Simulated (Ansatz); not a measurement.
HfC (WC-type structure)

The computed numbers are results of r²SCAN, scalar-relativistic (no spin polarisation) in the plane-wave PAW code Ansatz at 500 eV, 12×12×12 k-mesh, Gaussian smearing of 0.05 eV. The datasets are Ansatz's generated set soft_2.

```
Hf C
1.0
     3.22835    0.00000    0.00000
    -1.61417    2.79583    0.00000
     0.00000    0.00000    2.89901
Hf C
1 1
Direct
  0.00000 0.00000 0.00000
  0.66667 0.33333 0.50000
```

The structure was built from a prototype; whether the compound forms in it isn't claimed.

The run above is the reference. The same cell was run again with other input settings; several of them aren't fit for production, so the rows show the settings' effect and aren't properties of the material.

```tsv
keys changed	outcome	ΔE (meV/atom)	P (GPa)	gap on the mesh (eV)	cell moment (μB)	largest force component (eV/Å)	SCF iterations	rough core-seconds	new warnings
none (reference)	converged	0.0	0.0	metal	–	0.000	–	–	–
kpoints.mp_grid.grid: [12, 12, 12] → [15, 15, 15]	converged	-0.4	0.0	metal	–	0.000	8	20	–
scf.occupations.width: 0.05 → null; scf.occupations.method: "gaussian" → "tetrahedron"	converged	0.2	0.0	metal	–	0.000	7	12	band table not solved further; tetrahedron derivatives may miss energy slope
hamiltonian.xc: "r2scan" → "pbe"; hamiltonian.hubbard: {"sites": [{"species": "Hf", "l": "d", "u_eff": 3.0}], "double_counting": "fll"}	converged	–	6.7	metal	–	0.000	9	13	filled band counts differ across k points
scf.occupations.width: 0.05 → null; scf.occupations.method: "gaussian" → "tetrahedron_uncorrected"; hamiltonian.pseudopotentials: {"kind": "nc"}	converged	–	-34.7	0.04	–	0.000	11	20	band table not solved further; cutoff below recommended
hamiltonian.dispersion: "d3bjatm"; scf.mixing.algorithm: "msr1"; scf.mixing.beta: 0.5; scf.n_extra_bands: 16	converged	–	-1.4	metal	–	0.000	8	15	–
scf.eigensolver.kind: "davidson"; basis.precision: "f64"; scf.occupations.width: 0.05 → null; scf.occupations.method: "gaussian" → "tetrahedron"	converged	0.2	0.0	metal	–	0.000	7	17	band table not solved further; tetrahedron derivatives may miss energy slope
```

ΔE is the energy with the smearing extrapolated to zero. It is left out where the change alters the Hamiltonian or the spin treatment. The varied runs start from atomic densities (corrected by the program's trained start where that serves), with the default search for lower states unless a row changes it.

Question: What happens with these changes: kpoints.mp_grid.grid: [12, 12, 12] → [10, 10, 10]?

Answer: outcome converged, ΔE (meV/atom) -0.5, P (GPa) 0.0, gap on the mesh (eV) 0.12, largest force component (eV/Å) 0.000, SCF iterations 7, rough core-seconds 11.

Question: What happens with these changes: scf.occupations.method: "gaussian" → "methfessel_paxton"; scf.occupations.width: 0.05 → 0.01; basis.ecutwfc: 500 → "250 eV"?

Answer: outcome converged, ΔE (meV/atom) 748.4, P (GPa) 0.9, gap on the mesh (eV) metal, largest force component (eV/Å) 0.000, SCF iterations 8, rough core-seconds 5, new warnings cutoff below recommended.

Other pseudopotential files need their own cutoff; where it is too low, pressure and moments show the cutoff and not the files.

The pair part of a dispersion correction pulls inward (a three-body part mostly pushes out), and in metals and ionic crystals with large ions it often overbinds.

1 further run (cut off, refused for memory, with changed atoms or starts, or in doubt) is left out.

Of the reference: Scalar-relativistic only: spin–orbit splittings of the heavy atoms' levels are missing. A displaced or strained copy of the relaxed cell lay 1.4 meV/atom lower, so the structure isn't a true minimum at this level, unless the mesh, which matters in a metal, makes it so.
